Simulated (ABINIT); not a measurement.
# ZnS: equation of state with PBE+D3(BJ)

**Measured values to compare with.**

From “Electronic, vibrational, and thermodynamic properties of ZnS (zincblende and rocksalt structure)”, 2009, arxiv:0911.5022, for a bulk crystal of ZnS: bulk modulus 76.9 GPa.

Crystal: ZnS.

```xyz
2
Lattice="0.0000 2.7020 2.7020 2.7020 0.0000 2.7020 2.7020 2.7020 0.0000" Properties=species:S:1:pos:R:3 pbc="T T T"
Zn    4.0530    4.0530    4.0530
S     0.0000    0.0000    0.0000
```

```yaml
Program: ABINIT 10.8.3 (patched build)
Task: equation of state
Functional: PBE
Dispersion: D3(BJ)
Potentials_or_basis: JTH PAW PBE v2.0
Cutoff: 544 eV
k_mesh: 9 × 9 × 9
Occupations: fermi-dirac, width 0.05 eV
Spin: no spin polarisation
```

| Property | Result |
| --- | --- |
| Equilibrium volume | 19.41 Å³/atom |
| Bulk modulus | 77 GPa |
| Pressure derivative of the bulk modulus | 4.5 |

Energy against volume, from the lowest point:
```
volume (Å³/atom)  energy (meV/atom)
          18.543               9.95
          18.938               2.77
          19.332               0.00
          19.727               1.16
          20.121               5.89
          20.516              13.75
          20.910              24.43
```

Wall time 3.4 min on 1 thread of Intel(R) Xeon(R) Platinum 8488C (Sapphire Rapids), with other jobs on the host, peak memory 0.15 GiB.

Against the measured bulk modulus of ZnS, 76.9 GPa (quoted in “Electronic, vibrational, and thermodynamic properties of ZnS (zincblende and rocksalt structure)”, 2009, arxiv:0911.5022), the calculated 77 GPa is off by +0.4 %. The fit is for a static lattice scaled at fixed shape and fixed fractional positions.

Caveat: the cutoff is too short for stress, so the log's stress isn't used; pressures at fixed basis lie under the slope of the energies.
